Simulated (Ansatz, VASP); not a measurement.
Cu: VASP beside Ansatz

```xyz
2
Lattice="1.2445 -4.0244 0.0000 1.2445 4.0244 0.0000 0.0000 0.0000 2.5097" Properties=species:S:1:pos:R:3 pbc="T T T"
Cu    1.2445    2.9442    0.6274
Cu    1.2445   -2.9442    1.8823
```

Alike in both runs: functional PBE; k mesh 8 × 8 × 8; occupations gaussian, width 0.1 eV; no spin polarisation.

Ansatz relaxed the structure, and its values are those at the end. VASP's run is a single point on that final structure, the one shown.

```csv
,VASP,Ansatz
version,VASP 6.6.1,Ansatz 0.2.0
potentials or method,"VASP PAW PBE potentials, release 64 (Cu)","scalar-relativistic, plane waves, PAW"
plane-wave cutoff (eV),520,420
valence electrons in the cell,22,38
```

|  | VASP | Ansatz | Ansatz less VASP |
| --- | --- | --- | --- |
| gap on the k mesh at the Fermi level (eV) | none | none | - |
| pressure (GPa) | 0.4 | -0.1 | -0.46 |

A gap of «none» marks a metal or a gap that the smearing closes. The two sets of potentials don't hold the same shells in valence.
